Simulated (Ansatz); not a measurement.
Task: a comparison of enthalpies under pressure of two structures of Mg, with Ansatz 0.2.0, Python API. Give the script and its output. Level of theory (first run): PBE, PAW, cutoff 460 eV, Gaussian smearing of 0.1 eV.

`transition.py`:
```python
"""Pressure at which two phases of Mg cross."""

import ansatz as az
import numpy as np


def sc(A, a):
    return (
        az.Lattice.cubic(a)
        .space_group(221)
        .atom(A, (0, 0, 0))
    )


def diamond(A, a):
    return az.Crystal.diamond(A, a=a)


def solve(name, crystal, pressure=0.0):
    calc = (
        crystal.calculation()
        .functional(az.Functional.PBE)
        .basis(460)
        .kpoints(spacing=0.33)
        .occupations("gaussian", width=0.1)
    )
    calc = calc.relax(force_tolerance=0.03, cell=True, pressure=pressure)
    return calc.run(threads=1)


def volume_per_atom(outcome):
    return abs(np.linalg.det(outcome.lattice.cell_ang)) / len(outcome.lattice.sites)

phases = {}
phases["sc"] = sc("Mg", 2.95)
phases["diamond"] = diamond("Mg", 6.23)

# enthalpy per atom at each pressure
pressures = [0, 5, 10, 20]
enthalpy, volume = {name: [] for name in phases}, {name: [] for name in phases}
for p in pressures:
    for name, crystal in phases.items():
        o = solve(name, crystal, pressure=p)
        volume[name].append(volume_per_atom(o))
        enthalpy[name].append(o.report["energy_sigma0_ev"] / len(o.lattice.sites) + p * volume[name][-1] / 160.21766)
gap = np.array(enthalpy["diamond"]) - np.array(enthalpy["sc"])
rows = [(p, va, vb, 1000 * d) for p, va, vb, d in zip(pressures, volume["sc"], volume["diamond"], gap)]
print("| P (GPa) | V sc (A^3/atom) | V diamond (A^3/atom) | H(diamond) - H(sc) (meV/atom) |")
print("| --- | --- | --- | --- |")
for row in rows:
    print(f"| {row[0]:d} | {row[1]:.3f} | {row[2]:.3f} | {row[3]:+.1f} |")
crossings = [p0 - g0 * (p1 - p0) / (g1 - g0) for p0, p1, g0, g1 in zip(pressures, pressures[1:], gap, gap[1:]) if g0 * g1 < 0]
print("crossing near", [round(float(p), 1) for p in crossings], "GPa") if crossings else print("no crossing in this range")
```

Running `python transition.py` prints:
```text
| P (GPa) | V sc (A^3/atom) | V diamond (A^3/atom) | H(diamond) - H(sc) (meV/atom) |
| --- | --- | --- | --- |
| 0 | 27.580 | 41.604 | +394.1 |
| 5 | 23.497 | 31.079 | +700.9 |
| 10 | 21.234 | 26.824 | +901.3 |
| 20 | 18.446 | 22.326 | +1186.5 |
no crossing in this range
```

Caveats:
- At a fixed pressure a relaxation lowers the enthalpy F + PV, while F alone can rise.
- Only these two structures are compared, at zero temperature and with their symmetry kept; either may be hypothetical, and another phase may be lower than both. Differences under about 40 meV an atom lie within the error of mesh and functional.
- The cells are prototypes set up for this calculation and needn't exist.
- It ran for 20 s on 1 thread of Arm Neoverse V2, with other jobs on the host, peak memory 0.38 GiB.

(Lines on the test bed's own set-up are left out of the output.)
